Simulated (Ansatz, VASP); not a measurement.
## Two plane-wave programs on Mo

```
CELL_PARAMETERS angstrom
-1.56455 1.56455 1.56455
1.56455 -1.56455 1.56455
1.56455 1.56455 -1.56455
ATOMIC_POSITIONS crystal
Mo 0.00000 0.00000 0.00000
```

Alike in both runs: functional PBEsol; k mesh 16 × 16 × 16; occupations fermi-dirac, width 0.08 eV; collinear spin.

Ansatz relaxed the structure, and its values are those at the end. VASP's run is a single point on that final structure, the one shown.

|  | VASP | Ansatz |
| --- | --- | --- |
| version | VASP 6.6.1 | Ansatz 0.2.0 |
| potentials or method | VASP PAW PBE potentials, release 64 (Mo_sv) | PAW with Ansatz's default frozen-core files, scalar-relativistic |
| plane-wave cutoff (eV) | 520 | 420 |
| valence electrons in the cell | 14 | 14 |

Ansatz gave:

```
pressure (GPa)           : 0.0
net moment per atom (μB) : 0.00
```

Which values does VASP return?

Pressure (GPa): 0.6; net moment per atom (μB): 0.00.

The functional is the same, so the differences come from potentials, cutoffs and numerics. Ansatz warned: «no_starting_moments».

Caveats: the PAW data sets were made with another functional, which shifts forces and pressure a little (VASP).
